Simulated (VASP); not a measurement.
Crystal: HfO2.

```
CELL_PARAMETERS angstrom
4.81353 0.00000 0.00000
0.00000 4.81353 0.00000
0.00000 0.00000 3.20542
ATOMIC_POSITIONS crystal
Hf 0.50000 0.50000 0.50000
Hf 0.00000 0.00000 0.00000
O 0.80504 0.19496 0.50000
O 0.69496 0.69496 0.00000
O 0.30504 0.30504 0.00000
O 0.19496 0.80504 0.50000
```

Measurements of this composition are mostly on another form, of space group No. 14.

* Program: VASP 6.6.1
* Task: relaxation of cell and atoms
* Functional: BLYP
* Dispersion: D3
* Potentials or basis: VASP PAW PBE potentials, release 64 (Hf_pv, O)
* Cutoff: 600 eV
* k mesh: 6 × 6 × 8
* Occupations: fermi-dirac, width 0.05 eV
* Spin: no spin polarisation

At the start: pressure 6.7 GPa; volume 12.38 Å³/atom.

Task: How do energy, volume and symmetry change on relaxing?

Result: Over 7 steps the energy falls by 7.6 meV/atom and the volume is 12.75 Å³/atom (+3.0 %); space group P4_2/mnm (No. 136, to 0.05 Å).

Step by step:
```tsv
step	energy change (eV)	largest force (eV/Å)	pressure (GPa)	volume (Å³)
1	0.0000	0.1394	6.69	74.27
2	0.0659	0.2183	-9.25	79.97
3	-0.0439	0.0141	-0.07	76.41
4	-0.0439	0.0113	0.05	76.37
5	-0.0455	0.0267	0.02	76.46
6	-0.0455	0.0270	0.02	76.46
7	-0.0456	0.0025	-0.05	76.48
```

Final structure:
```
CELL_PARAMETERS angstrom
4.87071 0.00000 0.00000
0.00000 4.87071 0.00000
0.00000 0.00000 3.22368
ATOMIC_POSITIONS crystal
Hf 0.50000 0.50000 0.50000
Hf 0.00000 0.00000 0.00000
O 0.80456 0.19544 0.50000
O 0.69544 0.69544 0.00000
O 0.30456 0.30456 0.00000
O 0.19544 0.80456 0.50000
```

Caveat: the PAW data sets were made with another functional, which shifts forces and pressure a little.
